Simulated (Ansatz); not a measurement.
# NbC2: a trial structure relaxed

The task: take a trial cell of NbC2 to zero force and stress.

Program: Ansatz 0.2.0. Level of theory: DFT PBE, scalar-relativistic, plane waves, PAW. These are calculated values, not measurements.

### Step 1. The structure to begin with

It takes space group F-43m (No. 216, cubic). Conventional cell: a = 5.448 Å, b = 5.448 Å, c = 5.448 Å, α = 90.00°, β = 90.00°, γ = 90.00°. Around Nb (site symmetry -43m) lie 4 C at 2.36 Å. C (site symmetry -43m) is surrounded by 4 C at 2.36 Å. Around C (site symmetry -43m) lie 4 Nb at 2.36 Å and 4 C at 2.36 Å.

As a file:

```xyz
3
Lattice="0.0000 2.7241 2.7241 2.7241 0.0000 2.7241 2.7241 2.7241 0.0000" Properties=species:S:1:pos:R:3 pbc="T T T"
Nb    2.7241    2.7241    2.7241
C     0.0000    0.0000    0.0000
C     1.3621    1.3621    1.3621
```

The cell is invented: random cell by space group and Wyckoff sites (F-43m, No. 216). Its size is a rough estimate.

### Step 2. Probe: one point on a coarse mesh

File input.yaml:

```yaml
crystal:
  lattice:
    - [0.0, 2.72413964, 2.72413964]
    - [2.72413964, 0.0, 2.72413964]
    - [2.72413964, 2.72413964, 0.0]
  atoms:
    - { symbol: Nb, position: [0.5, 0.5, 0.5] }
    - { symbol: C, position: [0.0, 0.0, 0.0] }
    - { symbol: C, position: [0.25, 0.25, 0.25] }
basis:
  ecutwfc: 420
kpoints:
  mp_grid: { grid: [6, 6, 6] }
hamiltonian:
  xc: pbe
scf:
  occupations: { method: gaussian, width: 0.1 }
  lower_state_search: "off"
output:
  forces: true
  stress: true
  eigenvalues: true
```

On the command line:

```bash
> ansatz run input.yaml --threads 1 --pin off --max-ram 2560MiB --backend cpu --events-out ev --progress --plain --runs-dir out
```

The program printed, cut to the lines that bear on the results:

```text
Warning: RAYON_NUM_THREADS=1 ignored (pool sized by the plan → 1); use --threads N
[...]
Pseudopotentials: kind: paw
Pseudopotential: Nb, paw, valence charge 13, recommended cutoff 420 eV (normal), Nb.paw.azcp
Pseudopotential: C, paw, valence charge 4, recommended cutoff 420 eV (normal), C.paw.azcp
Functional definition: PBE
[...]
Crystal: 3 atoms, lattice volume = 40.431 Å³
Basis set: ecut = 420 eV, 749 PW (Γ), exchange–correlation on 54×54×54 points (8 copies of the dense FFT grid, shifted against one another)
Bands: 15, of which v1, the nominal top of the filled ones, is band 11 counted from 1 (10 counted from 0)
Symmetry: 24 space group operations
Space group: F-43m (ITA 216), of the structure as read, at distance tolerance 3.4e-5 Å
k-points: 16 of 216 (time reversal used)
[...]
SCF iter   1: F=—  HF=-5048.405801 eV  |F-HF|=—  |Δ(HF+E_count)|=         —  Δρ=5.45e-3  dr2=1.77e-2  ethr=1.77e-3  ⟨swp⟩=5.2  Hψ=1118  notcnv=0
[...]
SCF iter   6: F=-5048.405185 eV  HF=-5048.405185 eV  |F-HF|=2.33e-10  |Δ(HF+E_count)|=   1.39e-8  Δρ=1.82e-6  dr2=4.76e-10  ethr=1.07e-10  ⟨swp⟩=2.2  Hψ=814  notcnv=0
[...]
SCF converged after 6 iterations
Free energy (F): -5048.405185 eV
[...]
E sigma→0 (E₀):  -5048.398002 eV
Entropy (-TS):   -0.014366 eV (-4.789 meV/atom)
Fermi energy:    11.001228 eV
[...]
--- Forces (eV/Å), atoms counted from 1 ---
  atom   1  Nb    -0.00000000     0.00000000     0.00000000
  atom   2  C     -0.00000000    -0.00000000     0.00000000
  atom   3  C      0.00000000    -0.00000000     0.00000000
[...]
--- Stress (GPa, compression-positive) ---
      -31.218213      -0.000000      -0.000000
        0.000000     -31.218213       0.000000
       -0.000000       0.000000     -31.218213
  P = ⅓ Tr σ = -31.2182 GPa (-312.182 kbar)
--- Band table (eV; the first three rows and the last of 16) ---
  k-point 0: bands = ["-44.5944", "-20.5500", "-20.5500", "-20.5500", "-1.9244", "5.9965", "7.5778", "7.5778", "7.5778", "10.5669", "10.5669", "10.5669", "11.3266", "11.3266", "15.8513"]
[...]
```

Wall time 0.44 s (1 thread of AMD EPYC 9R45 (Zen 5), shared host); peak memory 0.34 GiB.

Read-out: pressure -31.2 GPa, largest force 0.00 eV/Å, gap on this mesh none (metal). A guess like this is first relaxed loosely on the coarse mesh.

### Step 3. Rough relaxation on the coarse mesh

input.yaml: that of step 2 with these lines changed.

```diff
@@ -22 +22,6 @@
   eigenvalues: true
+relax:
+  adjacent_minimum: "off"
+  f_tol: 0.04
+  max_steps: 70
+  cell: { stress_tol: 0.4 }
```

On the command line:

```bash
> ansatz run input.yaml --threads 1 --pin off --max-ram 2560MiB --backend cpu --events-out ev --progress --plain --runs-dir out
```

The program printed:

```text
Warning: RAYON_NUM_THREADS=1 ignored (pool sized by the plan → 1); use --threads N
Engine: ansatz 0.2.0, x86_64-unknown-linux-gnu
[... 4 set-up lines as earlier in the session ...]
  parameter kappa = 0.804
  parameter beta = 0.06672455060314922
  exchange = pbe_x(kappa = kappa, mu = beta*pi^2/3)
  correlation = pbe_c(beta = beta)
Crystal: 3 atoms, lattice volume = 40.431 Å³
Basis set: ecut = 420 eV, 749 PW (Γ), exchange–correlation on 54×54×54 points (8 copies of the dense FFT grid, shifted against one another)
Bands: 15, of which v1, the nominal top of the filled ones, is band 11 counted from 1 (10 counted from 0)
[... 2 set-up lines as earlier in the session ...]
k-points: 16 of 216 (time reversal used)
Non-local potential: Nb, projectors of the file, l = 0: 3, l = 1: 2, l = 2: 2, l = 3: 1
Non-local potential: C, projectors of the file, l = 0: 2, l = 1: 2, l = 2: 1
PAW form: soft (Blöchl's): semilocal exchange-correlation on the pseudo side does not see the compensation charge
PAW one-centre angular grid: Nb, 590 points (default); XC on 64 Gauss nodes
PAW one-centre angular grid: C, 110 points (default); XC on 64 Gauss nodes
Initial density: superposition of atomic densities (neutral atoms: chi_scale 0, normalization atom), corrected by the library's trained network
Initial wavefunctions: pseudopotential atomic-orbital guess
Functional: x = pbe(κ = 0.804, μ = 0.2195149727645171), c = pbe(β = 0.06672455060314922)
SCF iter   1: F=—  HF=-5048.405801 eV  |F-HF|=—  |Δ(HF+E_count)|=         —  Δρ=5.45e-3  dr2=1.77e-2  ethr=1.77e-3  ⟨swp⟩=5.2  Hψ=1118  notcnv=0
preconditioner: auto → none  [insulator: Δε(μ)=0.115 eV  Ē_g=6.969 eV  σ=0.100 eV  W_gap=0.54  n_scr=14 (ndim 8)  ℏωp=21.1 eV  f_vac=0.000  D(μ)=2.95/eV (n_scr^D=26)  ε∞_Penn≈10.1]
SCF iter   2: F=—  HF=-5048.404913 eV  |F-HF|=—  |Δ(HF+E_count)|=   8.88e-4  Δρ=1.90e-3  dr2=1.55e-3  ethr=8.44e-5  ⟨swp⟩=1.7  Hψ=418  notcnv=0
SCF iter   3: F=—  HF=-5048.405136 eV  |F-HF|=—  |Δ(HF+E_count)|=   2.23e-4  Δρ=4.18e-4  dr2=3.74e-5  ethr=7.40e-6  ⟨swp⟩=2.0  Hψ=304  notcnv=0
SCF iter   4: F=—  HF=-5048.405183 eV  |F-HF|=—  |Δ(HF+E_count)|=   4.67e-5  Δρ=8.29e-5  dr2=1.59e-6  ethr=1.78e-7  ⟨swp⟩=2.0  Hψ=319  notcnv=0
iter 5 did not close the SCF: its close was put off for the readings that it lacked (scf_convergence_deferred on its scf_iter line)
SCF iter   5: F=-5048.405185 eV  HF=-5048.405185 eV  |F-HF|=4.76e-9  |Δ(HF+E_count)|=   1.99e-6  Δρ=9.70e-6  dr2=2.24e-8  ethr=7.56e-9  ⟨swp⟩=2.0  Hψ=338  notcnv=0
SCF iter   6: F=-5048.405185 eV  HF=-5048.405185 eV  |F-HF|=2.39e-10  |Δ(HF+E_count)|=   1.38e-8  Δρ=1.82e-6  dr2=4.70e-10  ethr=1.07e-10  ⟨swp⟩=2.2  Hψ=815  notcnv=0
SCF 1 converged in 6 iterations: F = -5048.405185 eV  dr2 = 4.70e-10
relax step   1: F+E_penalty+E_count = -5048.40518509 eV  Δ(F+E_penalty+E_count) = +0.000e0 eV  max|allowed force component| = 1.567e-15 eV/Å  Δτ_max = 0.0000 Å  P = -31.218 GPa  Ω = 40.431 Å³  (6 SCF iters, dr2 threshold 1.00e-7 eV, accepted)
Crystal: 3 atoms, lattice volume = 34.802 Å³
Basis set: ecut = 420 eV, 701 PW (Γ), exchange–correlation on 54×54×54 points (8 copies of the dense FFT grid, shifted against one another)
Initial density: handed on by an earlier stage of this run
Initial wavefunctions: those handed on with the density
iter 1 solved again at ethr=1.38e-3 eV; its pass at ethr=3.10e-3 eV (dr2=2.89e-1 eV) is discarded
SCF iter   1: F=—  HF=-5049.326665 eV  |F-HF|=—  |Δ(HF+E_count)|=         —  Δρ=2.37e-2  dr2=2.93e-1  ethr=1.38e-3  ⟨swp⟩=1.0  Hψ=1671  notcnv=0
preconditioner: auto → none  [insulator: Δε(μ)=0.126 eV  Ē_g=7.965 eV  σ=0.100 eV  W_gap=0.55  n_scr=14 (ndim 8)  ℏωp=22.7 eV  f_vac=0.000  D(μ)=2.75/eV (n_scr^D=26)  ε∞_Penn≈9.1]
SCF iter   2: F=—  HF=-5049.268639 eV  |F-HF|=—  |Δ(HF+E_count)|=   5.80e-2  Δρ=4.29e-3  dr2=5.37e-3  ethr=1.38e-3  ⟨swp⟩=2.0  Hψ=367  notcnv=0
SCF iter   3: F=—  HF=-5049.267829 eV  |F-HF|=—  |Δ(HF+E_count)|=   8.10e-4  Δρ=1.53e-3  dr2=3.96e-4  ethr=2.56e-5  ⟨swp⟩=2.1  Hψ=310  notcnv=0
SCF iter   4: F=—  HF=-5049.267960 eV  |F-HF|=—  |Δ(HF+E_count)|=   1.31e-4  Δρ=2.29e-4  dr2=1.84e-5  ethr=1.88e-6  ⟨swp⟩=2.2  Hψ=324  notcnv=0
SCF iter   5: F=—  HF=-5049.267966 eV  |F-HF|=—  |Δ(HF+E_count)|=   6.06e-6  Δρ=2.57e-5  dr2=1.88e-7  ethr=8.75e-8  ⟨swp⟩=2.1  Hψ=316  notcnv=0
SCF iter   6: F=-5049.267966 eV  HF=-5049.267966 eV  |F-HF|=2.07e-9  |Δ(HF+E_count)|=   1.85e-8  Δρ=3.51e-6  dr2=3.37e-9  ethr=8.94e-10  ⟨swp⟩=2.7  Hψ=913  notcnv=0
SCF 2 converged in 6 iterations: F = -5049.267966 eV  dr2 = 3.37e-9
relax step   2: F+E_penalty+E_count = -5049.26796587 eV  Δ(F+E_penalty+E_count) = -8.628e-1 eV  max|allowed force component| = 6.199e-16 eV/Å  Δτ_max = 0.0000 Å  P = -15.007 GPa  Ω = 34.802 Å³  energy of the carried Pulay correction = +8.654e-3 eV  (6 SCF iters, dr2 threshold 3.00e-7 eV, accepted)
Crystal: 3 atoms, lattice volume = 30.843 Å³
Basis set: ecut = 420 eV, 609 PW (Γ), exchange–correlation on 54×54×54 points (8 copies of the dense FFT grid, shifted against one another)
iter 1 solved again at ethr=7.30e-4 eV; its pass at ethr=3.10e-3 eV (dr2=1.53e-1 eV) is discarded
SCF iter   1: F=—  HF=-5049.421296 eV  |F-HF|=—  |Δ(HF+E_count)|=         —  Δρ=1.95e-2  dr2=1.55e-1  ethr=7.30e-4  ⟨swp⟩=1.0  Hψ=1707  notcnv=0
preconditioner: auto → Kerker (q_TF=auto, 2.559 Å⁻¹)  [metal: Δε(μ)=0.093 eV  Ē_g=8.743 eV  σ=0.100 eV  W_gap=0.45  n_scr=14 (ndim 8)  ℏωp=24.1 eV  f_vac=0.000  D(μ)=2.44/eV (n_scr^D=26)]
SCF iter   2: F=—  HF=-5049.394975 eV  |F-HF|=—  |Δ(HF+E_count)|=   2.63e-2  Δρ=8.88e-3  dr2=3.29e-2  ethr=7.30e-4  ⟨swp⟩=2.1  Hψ=284  notcnv=0
preconditioner: auto → none  [insulator: Δε(μ)=0.106 eV  Ē_g=8.708 eV  σ=0.100 eV  W_gap=0.51  n_scr=14 (ndim 8)  ℏωp=24.1 eV  f_vac=0.000  D(μ)=2.35/eV (n_scr^D=26)  ε∞_Penn≈8.7]
SCF iter   3: F=—  HF=-5049.387332 eV  |F-HF|=—  |Δ(HF+E_count)|=   7.64e-3  Δρ=8.27e-4  dr2=1.14e-4  ethr=1.56e-4  ⟨swp⟩=2.1  Hψ=326  notcnv=0
SCF iter   4: F=—  HF=-5049.387351 eV  |F-HF|=—  |Δ(HF+E_count)|=   1.88e-5  Δρ=1.83e-4  dr2=5.71e-6  ethr=5.44e-7  ⟨swp⟩=2.2  Hψ=363  notcnv=0
iter 5 did not close the SCF: its close was put off for the readings that it lacked (scf_convergence_deferred on its scf_iter line)
SCF iter   5: F=-5049.387353 eV  HF=-5049.387353 eV  |F-HF|=4.97e-9  |Δ(HF+E_count)|=   1.67e-6  Δρ=1.86e-5  dr2=4.94e-8  ethr=2.72e-8  ⟨swp⟩=2.9  Hψ=422  notcnv=0
SCF iter   6: F=-5049.387353 eV  HF=-5049.387353 eV  |F-HF|=5.07e-10  |Δ(HF+E_count)|=   1.96e-8  Δρ=1.66e-6  dr2=7.50e-10  ethr=2.35e-10  ⟨swp⟩=2.0  Hψ=733  notcnv=0
SCF 3 converged in 6 iterations: F = -5049.387353 eV  dr2 = 7.50e-10
relax step   3: F+E_penalty+E_count = -5049.38735291 eV  Δ(F+E_penalty+E_count) = -1.194e-1 eV  max|allowed force component| = 8.018e-16 eV/Å  Δτ_max = 0.0000 Å  P = +8.237 GPa  Ω = 30.843 Å³  energy of the carried Pulay correction = +1.556e-2 eV  (6 SCF iters, dr2 threshold 3.00e-7 eV, accepted)
Crystal: 3 atoms, lattice volume = 32.009 Å³
iter 1 solved again at ethr=7.63e-5 eV; its pass at ethr=3.10e-3 eV (dr2=1.60e-2 eV) is discarded
SCF iter   1: F=—  HF=-5049.417746 eV  |F-HF|=—  |Δ(HF+E_count)|=         —  Δρ=6.14e-3  dr2=1.63e-2  ethr=7.63e-5  ⟨swp⟩=1.0  Hψ=1661  notcnv=0
preconditioner: auto → none  [insulator: Δε(μ)=0.104 eV  Ē_g=8.404 eV  σ=0.100 eV  W_gap=0.51  n_scr=14 (ndim 8)  ℏωp=23.7 eV  f_vac=0.000  D(μ)=2.36/eV (n_scr^D=26)  ε∞_Penn≈8.9]
SCF iter   2: F=—  HF=-5049.414231 eV  |F-HF|=—  |Δ(HF+E_count)|=   3.52e-3  Δρ=1.27e-3  dr2=4.49e-4  ethr=7.63e-5  ⟨swp⟩=2.1  Hψ=299  notcnv=0
SCF iter   3: F=—  HF=-5049.414183 eV  |F-HF|=—  |Δ(HF+E_count)|=   4.78e-5  Δρ=3.69e-4  dr2=1.64e-5  ethr=2.14e-6  ⟨swp⟩=2.2  Hψ=321  notcnv=0
SCF iter   4: F=—  HF=-5049.414195 eV  |F-HF|=—  |Δ(HF+E_count)|=   1.16e-5  Δρ=5.36e-5  dr2=4.21e-7  ethr=7.80e-8  ⟨swp⟩=2.5  Hψ=363  notcnv=0
iter 5 did not close the SCF: its close was put off for the readings that it lacked (scf_convergence_deferred on its scf_iter line)
SCF iter   5: F=-5049.414195 eV  HF=-5049.414195 eV  |F-HF|=9.23e-10  |Δ(HF+E_count)|=   1.70e-7  Δρ=5.04e-6  dr2=4.10e-9  ethr=2.01e-9  ⟨swp⟩=2.9  Hψ=424  notcnv=0
SCF iter   6: F=-5049.414195 eV  HF=-5049.414195 eV  |F-HF|=2.15e-10  |Δ(HF+E_count)|=  6.17e-10  Δρ=7.70e-7  dr2=2.61e-10  ethr=1.95e-11  ⟨swp⟩=1.4  Hψ=651  notcnv=0
SCF 4 converged in 6 iterations: F = -5049.414195 eV  dr2 = 2.61e-10
relax step   4: F+E_penalty+E_count = -5049.41419506 eV  Δ(F+E_penalty+E_count) = -2.684e-2 eV  max|allowed force component| = 7.556e-16 eV/Å  Δτ_max = 0.0000 Å  P = -0.113 GPa  Ω = 32.009 Å³  energy of the carried Pulay correction = +1.345e-2 eV  (6 SCF iters, dr2 threshold 3.00e-7 eV, accepted)
Basis set: ecut = 420 eV, 609 PW (Γ), exchange–correlation on 48×48×48 points (8 copies of the dense FFT grid, shifted against one another)
Initial wavefunctions: pseudopotential atomic-orbital guess (no wavefunctions were taken with the density)
iter 1 solved again at ethr=1.22e-7 eV; its pass at ethr=3.10e-3 eV (dr2=2.57e-5 eV) is discarded
SCF iter   1: F=—  HF=-5049.408990 eV  |F-HF|=—  |Δ(HF+E_count)|=         —  Δρ=5.42e-4  dr2=1.44e-5  ethr=1.22e-7  ⟨swp⟩=3.0  Hψ=1785  notcnv=0
preconditioner: auto → Kerker (q_TF=auto, 2.543 Å⁻¹)  [metal: Δε(μ)=0.097 eV  Ē_g=8.422 eV  σ=0.100 eV  W_gap=0.48  n_scr=14 (ndim 8)  ℏωp=23.7 eV  f_vac=0.000  D(μ)=2.37/eV (n_scr^D=26)]
SCF iter   2: F=—  HF=-5049.409016 eV  |F-HF|=—  |Δ(HF+E_count)|=   2.68e-5  Δρ=2.87e-4  dr2=3.23e-6  ethr=6.88e-8  ⟨swp⟩=2.3  Hψ=346  notcnv=0
SCF iter   3: F=—  HF=-5049.409025 eV  |F-HF|=—  |Δ(HF+E_count)|=   8.99e-6  Δρ=5.79e-5  dr2=2.38e-7  ethr=1.54e-8  ⟨swp⟩=2.0  Hψ=345  notcnv=0
SCF iter   4: F=—  HF=-5049.409024 eV  |F-HF|=—  |Δ(HF+E_count)|=   1.29e-6  Δρ=4.96e-6  dr2=3.00e-9  ethr=1.13e-9  ⟨swp⟩=2.0  Hψ=345  notcnv=0
SCF iter   5: F=-5049.409024 eV  HF=-5049.409024 eV  |F-HF|=3.90e-10  |Δ(HF+E_count)|=   1.46e-9  Δρ=1.16e-6  dr2=5.24e-10  ethr=9.14e-12  ⟨swp⟩=4.0  Hψ=740  notcnv=0
SCF 5 converged in 5 iterations: F = -5049.409024 eV  dr2 = 5.24e-10
relax step   5: F+E_penalty+E_count = -5049.40902416 eV  Δ(F+E_penalty+E_count) = +5.171e-3 eV  max|allowed force component| = 7.987e-16 eV/Å  Δτ_max = 0.0000 Å  P = -0.385 GPa  Ω = 32.009 Å³  stress off target by 3.85e-1 GPa  SCF on the basis re-selected at this cell (its energy is not comparable with the rows above)  (5 SCF iters)
basis re-selected at this cell: Δ(F+E_penalty+E_count) = +5.171e-3 eV, ΔP = -0.272 GPa vs the last step (what re-selecting the basis moved, of the pressure what is left beyond the Pulay correction that the steps carried, after the strain that the cell walked since its last selection, with what the two solves' SCF thresholds leave and, on support functions, any second-order correction that the steps lacked; it is no measure of the basis error at this ecutwfc). The dense FFT grid was sized anew with the basis: this SCF ran on 24×24×24 points, the steps before it on 27×27×27, so part of this shift can come from that change (see relax.cell in the input reference). This SCF's stress stands 3.85e-1 GPa from its target on what of the cell is left free (relax.cell.stress_tol is 4.00e-1 GPa) and its largest allowed force component is 7.99e-16 eV/Å (relax.f_tol is 4.00e-2 eV/Å): within both
SCF converged after 5 iterations
Free energy (F): -5049.409024 eV
Harris-Foulkes:  -5049.409024 eV  (|F-HF|=3.90e-10)
Internal energy: -5049.397145 eV  (E = F + TS)
E sigma→0 (E₀):  -5049.403085 eV
Entropy (-TS):   -0.011879 eV (-3.960 meV/atom)
Fermi energy:    14.856217 eV
--- Per-component energies (eV) ---
  E_band       = -55.769295
  E_kinetic    = 561.771721
  E_local      = -880.295075  (includes V_loc(G=0)·N_el)
  E_nonlocal   = 174.915445
  E_hartree    = 267.582099
  E_xc         = -270.189760
  E_vxc        = -330.160611  (∫ρ·V_xc dr)
  E_paw        = -3269.061686  (= ΣΔE_a)
  E_vpaw       = -117.164849  (= ΣTr[D̂ρ^β])
  E_aug_tail   = 0.000011  (compensation charges beyond the density's cutoff)
  E_ewald      = -1634.119901
  E_smearing   = -0.011879  (= −TS)
  E_closure    = -0.000000  (closes the sum)
  Σ components = -5049.409024   (vs F -5049.409024, Δ=0.00e0)
--- Forces (eV/Å), atoms counted from 1 ---
  atom   1  Nb    -0.00000000     0.00000000    -0.00000000
  atom   2  C     -0.00000000     0.00000000    -0.00000000
  atom   3  C      0.00000000    -0.00000000     0.00000000
  max |Σ_I F_I| component: 3.98e-16 eV/Å
--- Stress (GPa, compression-positive) ---
       -0.384559      -0.000000      -0.000000
       -0.000000      -0.384559       0.000000
       -0.000000      -0.000000      -0.384559
  P = ⅓ Tr σ = -0.3846 GPa (-3.846 kbar)
--- Band table (eV; the first three rows and the last of 16) ---
  k-point 0: bands = ["-40.2235", "-16.2347", "-16.2347", "-16.2347", "0.2790", "10.3208", "10.3208", "10.3208", "10.8378", "14.0819", "14.0819", "14.0819", "15.1911", "15.1911", "20.9149"]
  k-point 1: bands = ["-40.2172", "-16.3163", "-16.2443", "-16.2443", "0.7322", "8.2942", "10.2043", "10.2043", "12.0384", "13.3261", "13.3261", "15.0406", "17.0146", "17.0146", "20.7124"]
  k-point 2: bands = ["-40.2047", "-16.4753", "-16.2634", "-16.2634", "1.8815", "6.2437", "9.7131", "9.7131", "12.3214", "13.8073", "13.8073", "17.3767", "18.3325", "19.2935", "19.2935"]
  k-point 15: bands = ["-40.1900", "-16.4872", "-16.3864", "-16.3491", "3.6656", "4.1122", "9.4389", "10.2852", "12.5307", "14.6054", "15.3473", "16.1289", "18.0175", "18.7920", "19.5914"]
--- Relaxed structure (4 steps of the walk, 4 accepted, 1 SCFs on fresh bases) ---
  F+E_penalty+E_count = -5049.40902416 eV   max|allowed force component| = 7.987e-16 eV/Å   (the final SCF, on the basis selected at the relaxed cell)
  cell:  # Å, volume = 32.0094 Å³
    - [-2.3508801528214418e-33, 2.5200896515478024, 2.5200896515478024]
    - [2.5200896515478024, -3.5051514272124735e-36, 2.5200896515478024]
    - [2.5200896515478024, 2.5200896515478024, 3.022175974879019e-34]
  atoms:
    - { symbol: Nb, position: [0.5, 0.5, 0.5] }
    - { symbol: C, position: [4.2615575023658386e-34, 9.721064348714696e-34, -2.8083074785175808e-34] }
    - { symbol: C, position: [0.25, 0.25, 0.25] }
```

Run time: 2 s. Hardware: 1 thread of AMD EPYC 9R45 (Zen 5), shared host; peak memory 0.36 GiB.

Relaxation path:

```
step  E - E(step 1) (eV/cell)  largest force component (eV/Å)  pressure (GPa)  volume (Å³)
   1                   0.0000                          0.0000          -31.22        40.43
   2                  -0.8628                          0.0000          -15.01        34.80
   3                  -0.9822                          0.0000            8.24        30.84
   4                  -1.0090                          0.0000           -0.11        32.01
   5                  -1.0038                          0.0000           -0.38        32.01
```

Step 1 is the start. Step 5 repeats the geometry before it on a plane-wave basis chosen anew for that cell, so its energy need not be comparable with the rows above.

Lengths and angles in the start's conventional setting:

|  | before | after | change |
| --- | --- | --- | --- |
| a (Å) | 5.448 | 5.040 | -7.5 % |
| b (Å) | 5.448 | 5.040 | -7.5 % |
| c (Å) | 5.448 | 5.040 | -7.5 % |
| volume (Å³/atom) | 13.48 | 10.67 | -20.8 % |
| shortest distance (Å) | 2.359 | 2.182 | -7.5 % |
| space group (0.01 Å) | F-43m | F-43m | same |

The run keeps the 24 symmetry operations of the start, so it could not have lowered the symmetry.

### Step 4. Spin check on a coarse mesh

File input.yaml:

```yaml
crystal:
  lattice:
    - [0.0, 2.5200896515, 2.5200896515]
    - [2.5200896515, 0.0, 2.5200896515]
    - [2.5200896515, 2.5200896515, 0.0]
  atoms:
    - { symbol: Nb, position: [0.5, 0.5, 0.5], spin: 1.0 }
    - { symbol: C, position: [0.0, 0.0, 0.0] }
    - { symbol: C, position: [0.75, 0.75, 0.75] }
basis:
  ecutwfc: 420
kpoints:
  mp_grid: { grid: [6, 6, 6] }
hamiltonian:
  xc: pbe
scf:
  occupations: { method: gaussian, width: 0.1 }
  lower_state_search: "off"
output:
  forces: true
  stress: true
  eigenvalues: true
  populations: true
magnetization:
  spin_polarized: true
```

On the command line:

```bash
> ansatz run input.yaml --threads 1 --pin off --max-ram 2560MiB --backend cpu --events-out ev --progress --plain --runs-dir out
```

The program printed, cut to the lines that bear on the results:

```text
[...]
SCF converged after 15 iterations
Magnetization: 0.0000 μB (10.5000 up, 10.5000 down)
Absolute magnetization: 0.0000 μB (∫|ρ↑−ρ↓|, with the PAW one-centre terms)
Spin contamination: 0.0000 ħ² per cell (⟨S²⟩ above its minimum at these occupations)
Per-site moments (μB) at R_I (Å): [(1.4001095226787988e-6, 0.9002654339304752), (5.309254965923509e-7, 0.9002654339304752), (-3.8116719208211137e-7, 0.9002654339304752)]
Free energy (F): -5049.409024 eV
[...]
E sigma→0 (E₀):  -5049.403085 eV
Entropy (-TS):   -0.011879 eV (-3.960 meV/atom)
Fermi energy:    14.856223 eV
[...]
--- Forces (eV/Å), atoms counted from 1 ---
  atom   1  Nb     0.00000000    -0.00000000     0.00000000
  atom   2  C      0.00000000    -0.00000000     0.00000000
  atom   3  C     -0.00000000     0.00000000     0.00000000
[...]
--- Stress (GPa, compression-positive) ---
       -0.384506       0.000000      -0.000000
        0.000000      -0.384506       0.000000
       -0.000000       0.000000      -0.384506
  P = ⅓ Tr σ = -0.3845 GPa (-3.845 kbar)
--- Band table (eV; the first three rows and the last of 32) ---
  k-point 0 ↑: bands = ["-40.2235", "-16.2347", "-16.2347", "-16.2347", "0.2790", "10.3209", "10.3209", "10.3209", "10.8378", "14.0819", "14.0819", "14.0819", "15.1911", "15.1911", "20.9149"]
[...]
--- Löwdin populations: 3 sites ---
  site symbol       q [e]    m [muB]
     0     Nb     12.2523     0.0000
     1      C      4.3869     0.0000
     2      C      4.2946    -0.0000
  spilling = 0.003151 (of n_electrons = 21.000000)
```

Run time: 1.1 s. Hardware: 1 thread of AMD EPYC 9R45 (Zen 5), shared host; peak memory 0.34 GiB.

Per atom:

```
atom  Löwdin electrons
 Nb1             12.25
  C2              4.39
  C3              4.29
```

The same cell is solved with trial moments on Nb. The largest site moment that stays is 0.00 μB and the cell's total 0.00 μB. The workflow keeps spin only above 0.25 μB on a site, so the next run goes without spin.

[end of part 1 of 2]
